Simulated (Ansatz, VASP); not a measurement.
**One calculation of Tl, two programs**

File INCAR:

```
SYSTEM = Tl
PREC     = Accurate       ! precision mode
ENCUT    = 520            ! plane-wave cutoff, eV
EDIFF    = 1E-7           ! SCF threshold, eV
ISMEAR   = -1             ! smearing method
SIGMA    = 0.05           ! smearing width, eV
LREAL    = .FALSE.        ! projectors in reciprocal space
LASPH    = .TRUE.         ! aspherical terms in the spheres
NELM     = 100            ! most SCF steps
ALGO     = Normal         ! electronic algorithm
ISIF     = 2              ! what is computed and relaxed
LWAVE    = .FALSE.        ! write WAVECAR
LCHARG   = .TRUE.         ! write CHGCAR
GGA      = PE             ! functional
LELF     = .TRUE.         ! ELF
LVHAR    = .TRUE.       
NBANDS   = 12             ! bands
```

Contents of KPOINTS:

```
regular mesh
0
G
  14 14 14
  0 0 0
```

File POSCAR:

```
Tl
1.0
    0.0000000000      2.1211798878      2.1211798878
    2.1211798878      0.0000000000      2.1211798878
    2.1211798878      2.1211798878      0.0000000000
Tl
1
Direct
    0.0000000000      0.0000000000      0.0000000000
```

Input for Ansatz:

```yaml
crystal:
  lattice:
    - [0.0, 2.1211798878, 2.1211798878]
    - [2.1211798878, 0.0, 2.1211798878]
    - [2.1211798878, 2.1211798878, 0.0]
  atoms:
    - { symbol: Tl, position: [0.0, 0.0, 0.0] }
kpoints:
  mp_grid: { grid: [14, 14, 14] }
scf:
  occupations: { method: fermi_dirac, width: 0.05 }
hamiltonian:
  xc: pbe
  pseudopotentials: { kind: all_electron, lapw: { basis_error: 0.001 } }
output:
  forces: true
  stress: true
  eigenvalues: true
```

Change from the starting cell: volume scaled by 0.9405.

Alike in both runs: task single point; functional PBE; k mesh 14 × 14 × 14; occupations fermi-dirac, width 0.05 eV; no spin polarisation.

```csv
,VASP,Ansatz
version,VASP 6.6.1,Ansatz 0.2.0
potentials or method,"VASP PAW PBE potentials, release 64 (Tl_d)","all-electron LAPW, scalar-relativistic"
plane-wave cutoff (eV),520,see its input
```

|  | VASP | Ansatz | Ansatz less VASP |
| --- | --- | --- | --- |
| pressure (GPa) | 50.7 | 50.8 | +0.09 |

Ansatz ran all-electron here, so the differences hold the error of VASP's frozen core and of both bases.

Caveats: so large a pressure means that the cell lies far from this level's equilibrium, or that cutoff or potentials fall short (VASP). Spin-orbit coupling is left out, which matters for the levels of Tl.
